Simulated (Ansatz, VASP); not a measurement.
## Two plane-wave programs on KF

```xyz
2
Lattice="0.0000 2.6735 2.5398 2.6735 0.0000 2.5398 2.6735 2.6735 0.0000" Properties=species:S:1:pos:R:3 pbc="T T T"
K     0.0000    0.0000    0.0000
F     2.6735    2.6735    2.5398
```

Change from the starting cell: strain +0.000 along x and y, -0.050 along z, atoms carried along.

Alike in both runs: task single point; functional PBE; k mesh 8 × 8 × 8; occupations gaussian, width 0.05 eV; no spin polarisation.

```csv
,VASP,Ansatz
version,VASP 6.6.1,Ansatz 0.2.0
potentials or method,"VASP PAW PBE potentials, release 64 (K_sv, F)","scalar-relativistic, plane waves, PAW"
plane-wave cutoff (eV),520,420
valence electrons in the cell,16,16
```

|  | VASP | Ansatz | Ansatz less VASP |
| --- | --- | --- | --- |
| gap on the k mesh at the Fermi level (eV) | 6.34 | 6.36 | +0.018 |
| least direct gap on the mesh (eV) | 6.34 | 6.36 | +0.018 |
| pressure (GPa) | 3.7 | 3.6 | -0.10 |
| largest component of the traceless stress (GPa) | 2.91 | 2.80 | -0.106 |

The functional is the same, so the differences come from potentials, cutoffs and numerics.

A k mesh can miss the band edges.
